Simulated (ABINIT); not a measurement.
# C (Fd-3m) in ABINIT: a series of runs

The runs below take C through band structure, equation of state, with LDA, LDA-VWN, r2SCAN, LDA-PZ.

Program: ABINIT 10.8.3 (patched build). These are calculated values, not measurements. Logs are shortened: lines on timing, memory, paths and dates and some standing lists are left out, and cuts for length are marked. The log counts tension as positive stress, the text compression.

**The experiment to reproduce.**

“Equation of state of cubic boron nitride at high pressures and temperatures”, 2007, arxiv:cond-mat/0702656 quotes, for a bulk crystal of C: bulk modulus 444.8 ± 0.8 GPa.

The runs below are set against these values where they give the same quantity.

### Step 1. Starting point

The structure is cubic, space group Fd-3m (No. 227). Conventional cell: a = 3.567 Å, b = 3.567 Å, c = 3.567 Å, α = 90.00°, β = 90.00°, γ = 90.00°. Around C (site symmetry -43m) lie 4 C at 1.54 Å.

This isn't the form of C at room conditions, which is graphite.

### Step 2. Band structure, LDA

File run.abi:

```
# Datasets: ground state, then fixed potential
ndtset 2

# Pseudopotentials
pp_dirpath "./"
pseudos "C.LDA_PW-JTH.xml"

# Structure
acell 2.5220660407 2.5220660407 2.5220660407 Angstrom
rprim
     0.0000000000     0.7071067812     0.7071067812
     0.7071067812     0.0000000000     0.7071067812
     0.7071067812     0.7071067812     0.0000000000
ntypat 1
znucl 6
natom 2
typat 1 1
xred
     0.7500000000     0.7500000000     0.7500000000
     0.5000000000     0.5000000000     0.5000000000

# Plane-wave basis
ecut 20.0
pawecutdg 40.0

# Exchange and correlation
ixc 7

# Bands and occupations
occopt 3
tsmear 0.05 eV

# SCF cycle
nstep 100

# Output
iomode 3
prtwf 0
prteig 0
prtebands 0
enunit 1
prtden1 1
prtvha1 1
prtvclmb1 1
prtpot1 1

# Dataset 1
kptopt1 1
ngkpt1 13 13 13
nshiftk1 1
shiftk1 0.0 0.0 0.0
nband1 8
tolvrs1 1.0e-9

# Dataset 2: bands along G-X-W-K-G-L-U-W-L-K
iscf2 -2
getden2 1
nband2 12
nbdbuf2 2
tolwfr2 1.0e-12
kptopt2 -9
ndivsm2 8
prteig2 1
prtvol2 -3
kptbounds2
     0.0000000000     0.0000000000     0.0000000000
     0.5000000000     0.0000000000     0.5000000000
     0.5000000000     0.2500000000     0.7500000000
     0.3750000000     0.3750000000     0.7500000000
     0.0000000000     0.0000000000     0.0000000000
     0.5000000000     0.5000000000     0.5000000000
     0.6250000000     0.2500000000     0.6250000000
     0.5000000000     0.2500000000     0.7500000000
     0.5000000000     0.5000000000     0.5000000000
     0.3750000000     0.3750000000     0.7500000000
```

Potentials or basis: JTH PAW LDA v2.0.

Command:

```sh
abinit run.abi > log 2>&1
```

run.abo:

```text
.Version 10.8.3 of ABINIT
 DATASET    1 : space group Fd -3 m (#227); Bravais cF (face-center cubic)
================================================================================
 Values of the parameters that define the memory need for DATASET  1.
     intxc =       0    ionmov =       0      iscf =      17    lmnmax =       8
     lnmax =       4     mgfft =      20  mpssoang =       2    mqgrid =    3001
     natom =       2  nloc_mem =       2    nspden =       1   nspinor =       1
    nsppol =       1      nsym =      48    n1xccc =       1    ntypat =       1
    occopt =       3   xclevel =       1
       mpw =         335          nfft =        8000          nkpt =          84
 PAW method is used; the additional fine FFT grid is defined by:
   mgfftf=        30    nfftf =     27000
================================================================================
================================================================================

 DATASET    2 : space group Fd -3 m (#227); Bravais cF (face-center cubic)
================================================================================
 Values of the parameters that define the memory need for DATASET  2.
     intxc =       0    ionmov =       0      iscf =      -2    lmnmax =       8
     lnmax =       4     mgfft =      20  mpssoang =       2    mqgrid =    3001
     natom =       2  nloc_mem =       2    nspden =       1   nspinor =       1
    nsppol =       1      nsym =      48    n1xccc =       1    ntypat =       1
    occopt =       3   xclevel =       1
       mpw =         335          nfft =        8000          nkpt =         139
 PAW method is used; the additional fine FFT grid is defined by:
   mgfftf=        30    nfftf =     27000
================================================================================
================================================================================

--------------------------------------------------------------------------------
------------- Echo of variables that govern the present computation ------------
--------------------------------------------------------------------------------
 -outvars: echo values of preprocessed input variables --------
            acell      4.7660140884E+00  4.7660140884E+00  4.7660140884E+00 Bohr
              amu      1.20110000E+01
             ecut      2.00000000E+01 Hartree
           enunit           1
           getden1          0
           getden2          1
             iscf1         17
             iscf2         -2
              ixc           7
           jdtset        1    2
           kptopt1          1
           kptopt2         -9
         kptrlatt       13    0    0      0   13    0      0    0   13
          kptrlen1     6.19581832E+01
          kptrlen2     3.00000000E+01
            natom           2
            nband1          8
            nband2         12
           nbdbuf1          0
           nbdbuf2          2
           ndtset           2
           ndivsm1          0
           ndivsm2          8
            ngfft          20      20      20
          ngfftdg          30      30      30
             nkpt1         84
             nkpt2        139
            nstep         100
             nsym          48
           ntypat           1
           occopt           3
        pawecutdg      4.00000000E+01 Hartree
        prtebands           0
           prteig1          0
           prteig2          1
           prtpot1          1
           prtpot2          0
         prtvclmb1          1
         prtvclmb2          0
           prtvha1          1
           prtvha2          0
           prtvol1          0
           prtvol2         -3
            prtwf           0
            rprim      0.0000000000E+00  7.0710678120E-01  7.0710678120E-01
                       7.0710678120E-01  0.0000000000E+00  7.0710678120E-01
                       7.0710678120E-01  7.0710678120E-01  0.0000000000E+00
           shiftk1     0.00000000E+00  0.00000000E+00  0.00000000E+00
           shiftk2     5.00000000E-01  5.00000000E-01  5.00000000E-01
          spgroup         227
           tolvrs1     1.00000000E-09
[... 251 lines left out ...]
--------------------------------------------------------------------------------

================================================================================
 Non-SCF case, kpt    1 (  0.00000  0.00000  0.00000), residuals and eigenvalues=
  2.80E-14  7.41E-13  1.15E-13  1.53E-13  4.86E-13  4.01E-13  9.87E-14  2.63E-13
  7.02E-13  9.04E-13  2.68E-12  5.89E-13
 -4.1769E-01  3.6571E-01  3.6571E-01  3.6571E-01  5.6949E-01  5.6949E-01
  5.6949E-01  8.6263E-01  1.0636E+00  1.3476E+00  1.3476E+00  1.3691E+00
 Non-SCF case, kpt    2 (  0.02174  0.00000  0.02174), residuals and eigenvalues=
  8.25E-14  1.80E-13  2.21E-13  5.53E-14  1.91E-13  2.03E-13  6.51E-14  3.45E-13
  1.98E-13  3.87E-13  5.05E-07  7.46E-13
 -4.1704E-01  3.6297E-01  3.6297E-01  3.6418E-01  5.6898E-01  5.7277E-01
  5.7277E-01  8.6306E-01  1.0647E+00  1.3103E+00  1.3484E+00  1.3706E+00
 Non-SCF case, kpt    3 (  0.04348  0.00000  0.04348), residuals and eigenvalues=
  6.18E-13  6.78E-13  3.44E-13  2.13E-13  4.18E-13  2.43E-13  8.01E-13  3.99E-13
  3.09E-13  7.31E-13  3.85E-06  5.36E-10
[... 668 lines left out ...]
  1.18E-13  2.50E-13  5.90E-14  3.49E-13  5.78E-13  8.29E-14  5.18E-13  7.13E-13
  8.28E-13  3.24E-13  6.76E-13  7.07E-09
 -1.2424E-01 -5.5274E-02  3.3160E-02  1.8042E-01  5.8335E-01  8.0515E-01
  8.6160E-01  9.1447E-01  1.0257E+00  1.2538E+00  1.2856E+00  1.5903E+00
 Non-SCF case, kpt  138 (  0.38393  0.38393  0.73214), residuals and eigenvalues=
  1.94E-13  1.24E-13  2.22E-13  3.89E-14  8.85E-14  3.74E-13  4.58E-13  5.47E-14
  4.86E-14  1.42E-13  2.16E-13  2.44E-08
 -1.1252E-01 -5.4882E-02  2.2178E-02  1.7424E-01  5.7724E-01  7.8102E-01
  8.7677E-01  9.2856E-01  1.0322E+00  1.2517E+00  1.2977E+00  1.6058E+00
 Non-SCF case, kpt  139 (  0.37500  0.37500  0.75000), residuals and eigenvalues=
  5.48E-13  5.59E-13  4.40E-14  8.31E-13  4.29E-13  2.77E-13  4.19E-13  1.35E-13
  1.13E-13  9.97E-14  1.19E-13  3.50E-08
 -1.0358E-01 -6.0151E-02  2.2033E-02  1.6901E-01  5.7210E-01  7.5741E-01
  8.8901E-01  9.3630E-01  1.0450E+00  1.2483E+00  1.3139E+00  1.6112E+00

--- !ResultsGS
iteration_state: {dtset: 2, }
comment   : Summary of ground state results
lattice_vectors:
- [  0.0000000,   3.3700809,   3.3700809, ]
- [  3.3700809,   0.0000000,   3.3700809, ]
- [  3.3700809,   3.3700809,   0.0000000, ]
lattice_lengths: [   4.76601,    4.76601,    4.76601, ]
lattice_angles: [ 60.000,  60.000,  60.000, ] # degrees, (23, 13, 12)
lattice_volume:   7.6551017E+01
convergence: {deltae:  0.000E+00, res2:  0.000E+00, residm:  9.890E-13, diffor:  0.000E+00, }
etotal    :  -1.15269889E+01
entropy   :   0.00000000E+00
fermie    :   4.64761230E-01
cartesian_stress_tensor: null
pressure_GPa: null
xred      :
- [  7.5000E-01,   7.5000E-01,   7.5000E-01,  C]
- [  5.0000E-01,   5.0000E-01,   5.0000E-01,  C]
cartesian_forces: null
force_length_stats: {min: null, max: null, mean: null, }
...

 Integrated electronic density in atomic spheres:
 ------------------------------------------------
 Atom  Sphere_radius  Integrated_density
    1        1.50737          2.64954264
    2        1.50737          2.67008602

================================================================================

 ----iterations are completed or convergence reached----

 Mean square residual over all n,k,spin=   31.048E-14; max=  98.901E-14
 reduced coordinates (array xred) for    2 atoms
       0.750000000000      0.750000000000      0.750000000000
       0.500000000000      0.500000000000      0.500000000000

 cartesian coordinates (angstrom) at end:
    1      2.67505500001981     2.67505500001981     2.67505500001981
    2      1.78337000001321     1.78337000001321     1.78337000001321
 length scales=  4.766014088376  4.766014088376  4.766014088376 bohr
              =  2.522066040700  2.522066040700  2.522066040700 angstroms
 Eigenvalues (   eV  ) for nkpt= 139  k points:
 kpt#   1, nband= 12, wtk=  1.00000, kpt=  0.0000  0.0000  0.0000 (reduced coord)
 -11.36581    9.95159    9.95159    9.95159   15.49668   15.49668   15.49668   23.47329
  28.94108   36.67016   36.67016   37.25515
 kpt#   2, nband= 12, wtk=  1.00000, kpt=  0.0217  0.0000  0.0217 (reduced coord)
 -11.34836    9.87704    9.87704    9.90985   15.48276   15.58594   15.58594   23.48510
  28.97148   35.65395   36.69236   37.29619
 kpt#   3, nband= 12, wtk=  1.00000, kpt=  0.0435  0.0000  0.0435 (reduced coord)
 -11.29602    9.66730    9.66730    9.78593   15.44170   15.83975   15.83975   23.51497
  29.06162   34.41004   36.75930   37.41921
 kpt#   4, nband= 12, wtk=  1.00000, kpt=  0.0652  0.0000  0.0652 (reduced coord)
 -11.20884    9.35492    9.35492    9.58352   15.37554   16.22528   16.22528   23.54594
  29.20844   33.21960   36.87035   37.62380
 kpt#   5, nband= 12, wtk=  1.00000, kpt=  0.0870  0.0000  0.0870 (reduced coord)
 -11.08691    8.97497    8.97497    9.30826   15.28740   16.70709   16.70709   23.54905
  29.40706   32.13594   37.02683   37.90927
 kpt#   6, nband= 12, wtk=  1.00000, kpt=  0.1087  0.0000  0.1087 (reduced coord)
 -10.93033    8.55583    8.55583    8.96631   15.18124   17.25618   17.25618   23.48398
[... 386 lines left out ...]
  -4.00966   -1.89972    2.05295    5.31299   16.28439   22.43208   23.15937   23.77974
  27.99006   34.15577   34.65035   41.70223
 kpt# 136, nband= 12, wtk=  1.00000, kpt=  0.4018  0.4018  0.6964 (reduced coord)
  -3.70335   -1.66798    1.42152    5.10103   16.06651   22.56011   22.96472   24.36153
  27.88883   34.14971   34.76538   42.58257
 kpt# 137, nband= 12, wtk=  1.00000, kpt=  0.3929  0.3929  0.7143 (reduced coord)
  -3.38078   -1.50409    0.90233    4.90938   15.87372   21.90924   23.44538   24.88393
  27.91019   34.11892   34.98273   43.27326
 kpt# 138, nband= 12, wtk=  1.00000, kpt=  0.3839  0.3839  0.7321 (reduced coord)
  -3.06183   -1.49342    0.60351    4.74123   15.70737   21.25273   23.85802   25.26733
  28.08864   34.05925   35.31117   43.69493
 kpt# 139, nband= 12, wtk=  1.00000, kpt=  0.3750  0.3750  0.7500 (reduced coord)
  -2.81869   -1.63679    0.59955    4.59906   15.56766   20.61006   24.19120   25.47797
  28.43719   33.96780   35.75306   43.84167

== END DATASET(S) ==============================================================
================================================================================

 -outvars: echo values of variables after computation  --------
            acell      4.7660140884E+00  4.7660140884E+00  4.7660140884E+00 Bohr
           etotal1    -1.1526988865E+01
            fcart1     1.9974633533E-29 -9.9873167666E-30 -1.9974633533E-29
                      -1.9974633533E-29  9.9873167666E-30  1.9974633533E-29
            rprim      0.0000000000E+00  7.0710678120E-01  7.0710678120E-01
                       7.0710678120E-01  0.0000000000E+00  7.0710678120E-01
                       7.0710678120E-01  7.0710678120E-01  0.0000000000E+00
           strten1     4.6910954747E-04  4.6910954747E-04  4.6910954747E-04
                       0.0000000000E+00  0.0000000000E+00  0.0000000000E+00
           xangst      2.6750550000E+00  2.6750550000E+00  2.6750550000E+00
                       1.7833700000E+00  1.7833700000E+00  1.7833700000E+00
             xred      7.5000000000E-01  7.5000000000E-01  7.5000000000E-01
                       5.0000000000E-01  5.0000000000E-01  5.0000000000E-01
 Calculation completed.
```

It took 9.8 s on 1 thread of Arm Neoverse V1, shared host; peak memory 0.11 GiB.

Results:

| Quantity | Value |
| --- | --- |
| Free energy | -313.6653 eV |
| Pressure | -13.8 GPa |
| Band gap on the k mesh | 4.11 eV, indirect (least direct gap 5.55 eV) |
| Band gap along the path | 4.10 eV, indirect (least direct gap 5.55 eV) |

Levels at the corners of the path, in eV from the valence-band top:
```
point  band 1  band 2  band 3  band 4  band 5  band 6  band 7  band 8  band 9
    Γ  -21.32    0.00    0.00    0.00    5.55    5.55    5.55   13.52   18.99
    X  -12.61  -12.61   -6.29   -6.29    4.71    4.71   16.63   16.63   22.92
    W  -11.78  -11.78   -8.35   -8.35   10.45   10.45   12.33   12.33   21.06
    K  -12.77  -11.59   -9.35   -5.35    5.62   10.66   14.24   15.53   18.49
    Γ  -21.32    0.00    0.00    0.00    5.55    5.55    5.55   13.52   18.99
    L  -15.48  -13.35   -2.79   -2.79    8.39    8.39    9.00   15.41   21.52
    U  -12.77  -11.59   -9.35   -5.35    5.62   10.66   14.24   15.53   18.49
    W  -11.78  -11.78   -8.35   -8.35   10.45   10.45   12.33   12.33   21.06
    L  -15.48  -13.35   -2.79   -2.79    8.39    8.39    9.00   15.41   21.52
    K  -12.77  -11.59   -9.35   -5.35    5.62   10.66   14.24   15.53   18.49
```

Caveat: the atomic spheres overlap. LDA gaps usually lie below the measured ones, often by a third to a half.

### Step 3. Band structure, LDA-VWN

run.abi: that of step 2 with these lines changed.

```diff
@@ -5,6 +5,6 @@
 pp_dirpath "./"
-pseudos "C.LDA_PW-JTH.xml"
+pseudos "C.upf"
 
 # Structure
-acell 2.5220660407 2.5220660407 2.5220660407 Angstrom
+acell 4.7660140852 4.7660140852 4.7660140852
 rprim
@@ -22,7 +22,6 @@
 # Plane-wave basis
-ecut 20.0
-pawecutdg 40.0
+ecut 1115.666836 eV
 
 # Exchange and correlation
-ixc 7
+ixc -1007
 
@@ -40,3 +39,2 @@
 prtebands 0
-enunit 1
 prtden1 1
@@ -45,2 +43,3 @@
 prtpot1 1
+prtelf1 1
 
@@ -52,3 +51,3 @@
 nband1 8
-tolvrs1 1.0e-9
+tolvrs1 1.0e-10
```

Potentials or basis: PseudoDojo NC SR LDA v0.4.1 standard.

Command:

```sh
abinit run.abi > log 2>&1
```

run.abo:

```text
.Version 10.8.3 of ABINIT
 DATASET    1 : space group Fd -3 m (#227); Bravais cF (face-center cubic)
================================================================================
 Values of the parameters that define the memory need for DATASET  1.
     intxc =       0    ionmov =       0      iscf =       7    lmnmax =       4
     lnmax =       4     mgfft =      30  mpssoang =       2    mqgrid =    3001
     natom =       2  nloc_mem =       1    nspden =       1   nspinor =       1
    nsppol =       1      nsym =      48    n1xccc =    2501    ntypat =       1
    occopt =       3   xclevel =       1
       mpw =         974          nfft =       27000          nkpt =          84
================================================================================
================================================================================

 DATASET    2 : space group Fd -3 m (#227); Bravais cF (face-center cubic)
================================================================================
 Values of the parameters that define the memory need for DATASET  2.
     intxc =       0    ionmov =       0      iscf =      -2    lmnmax =       4
     lnmax =       4     mgfft =      30  mpssoang =       2    mqgrid =    3001
     natom =       2  nloc_mem =       1    nspden =       1   nspinor =       1
    nsppol =       1      nsym =      48    n1xccc =    2501    ntypat =       1
    occopt =       3   xclevel =       1
       mpw =         974          nfft =       27000          nkpt =         139
================================================================================
[... 1403 lines left out ...]
  -0.14540   -0.06815    0.07741    0.19716    0.60301    0.82762    0.85432    0.87740
   1.03274    1.25689    1.28163    1.53778
 kpt# 136, nband= 12, wtk=  1.00000, kpt=  0.4018  0.4018  0.6964 (reduced coord)
  -0.13414   -0.05957    0.05413    0.18934    0.59504    0.83271    0.84703    0.89830
   1.02909    1.25663    1.28608    1.56974
 kpt# 137, nband= 12, wtk=  1.00000, kpt=  0.3929  0.3929  0.7143 (reduced coord)
  -0.12229   -0.05347    0.03496    0.18227    0.58799    0.80902    0.86455    0.91714
   1.03001    1.25547    1.29425    1.59474
 kpt# 138, nband= 12, wtk=  1.00000, kpt=  0.3839  0.3839  0.7321 (reduced coord)
  -0.11056   -0.05301    0.02389    0.17606    0.58191    0.78506    0.87958    0.93095
   1.03664    1.25327    1.30643    1.60999
 kpt# 139, nband= 12, wtk=  1.00000, kpt=  0.3750  0.3750  0.7500 (reduced coord)
  -0.10161   -0.05826    0.02371    0.17081    0.57679    0.76157    0.89173    0.93856
   1.04937    1.24992    1.32270    1.61535

== END DATASET(S) ==============================================================
================================================================================

 -outvars: echo values of variables after computation  --------
            acell      4.7660140852E+00  4.7660140852E+00  4.7660140852E+00 Bohr
           etotal1    -1.2065918533E+01
            fcart1    -0.0000000000E+00 -0.0000000000E+00 -0.0000000000E+00
                      -0.0000000000E+00 -0.0000000000E+00 -0.0000000000E+00
            rprim      0.0000000000E+00  7.0710678120E-01  7.0710678120E-01
                       7.0710678120E-01  0.0000000000E+00  7.0710678120E-01
                       7.0710678120E-01  7.0710678120E-01  0.0000000000E+00
           strten1     3.8760061424E-04  3.8760061424E-04  3.8760061424E-04
                       0.0000000000E+00  0.0000000000E+00  0.0000000000E+00
           xangst      2.6750549982E+00  2.6750549982E+00  2.6750549982E+00
                       1.7833699988E+00  1.7833699988E+00  1.7833699988E+00
             xred      7.5000000000E-01  7.5000000000E-01  7.5000000000E-01
                       5.0000000000E-01  5.0000000000E-01  5.0000000000E-01
 Calculation completed.
```

Wall time 32 s (1 thread of Arm Neoverse V1, shared host); peak memory 0.11 GiB.

What came out:

```
Free energy                                       : -328.3304 eV
Pressure                                          : -11.4 GPa
Band gap on the k mesh                            : 4.15 eV, indirect (least direct gap 5.56 eV)
Band gap along the path                           : 4.14 eV, indirect (least direct gap 5.56 eV)
All electrons inside the program's atomic spheres : C 4.65, 4.69 (radii [1.0584] Å)
```

Levels at the corners of the path, in eV from the valence-band top:
```tsv
point	band 1	band 2	band 3	band 4	band 5	band 6	band 7	band 8
Γ	-21.35	0.00	0.00	0.00	5.56	5.56	5.56	13.52
X	-12.63	-12.63	-6.32	-6.32	4.76	4.76	16.61	16.61
W	-11.80	-11.80	-8.38	-8.38	10.50	10.50	12.34	12.34
K	-12.79	-11.61	-9.38	-5.38	5.67	10.70	14.24	15.51
Γ	-21.35	0.00	0.00	0.00	5.56	5.56	5.56	13.52
L	-15.50	-13.39	-2.81	-2.81	8.43	8.43	9.04	15.40
U	-12.79	-11.61	-9.38	-5.38	5.67	10.70	14.24	15.51
W	-11.80	-11.80	-8.38	-8.38	10.50	10.50	12.34	12.34
L	-15.50	-13.39	-2.81	-2.81	8.43	8.43	9.04	15.40
K	-12.79	-11.61	-9.38	-5.38	5.67	10.70	14.24	15.51
```

(Continued in part 2 of 2.)
